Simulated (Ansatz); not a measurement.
A run of Ansatz 0.2.0 is set up as follows.

input.yaml

```yaml
crystal:
  lattice:
    - [0.0, 2.88574, 5.115665]
    - [2.630497, 0.0, 5.115665]
    - [2.630497, 2.88574, 0.0]
  atoms:
    - { symbol: Ge, position: [0.72649, 0.27351, 0.72649] }
    - { symbol: Ge, position: [0.27351, 0.72649, 0.27351] }
    - { symbol: Ge, position: [0.218133, 0.218133, 0.781867] }
    - { symbol: Ge, position: [0.781867, 0.781867, 0.218133] }
hamiltonian:
  xc: pbesol
  pseudopotentials: { kind: paw }
kpoints:
  mp_grid: { grid: [7, 7, 7] }
scf:
  occupations: { method: fermi_dirac, width: 0.05 }
output:
  forces: true
  stress: true
  eigenvalues: true
```

Potentials or basis: Ansatz PAW.

The run is started by

```console
$ ansatz run input.yaml --threads 2 --pin off --max-ram 5632MiB --backend cpu --events-out ev --progress --plain --runs-dir out
```

Problem. Predict the pressure.

Solution. -3.5 GPa.

Problem. Estimate the largest force.

Solution. 0.043 eV/Å.

Problem. Estimate the band gap on the k mesh.

Solution. None (metal or under the smearing width).

Forces in eV/Å, atoms in the order of the input:
```
Ge   0.000 -0.039  0.000
Ge   0.000  0.039  0.000
Ge   0.000  0.000  0.043
Ge   0.000  0.000 -0.043
```

Caveat: the PAW data sets come from PBE, with cores solved anew for the run's functional, which leaves a small shift of forces and pressure.
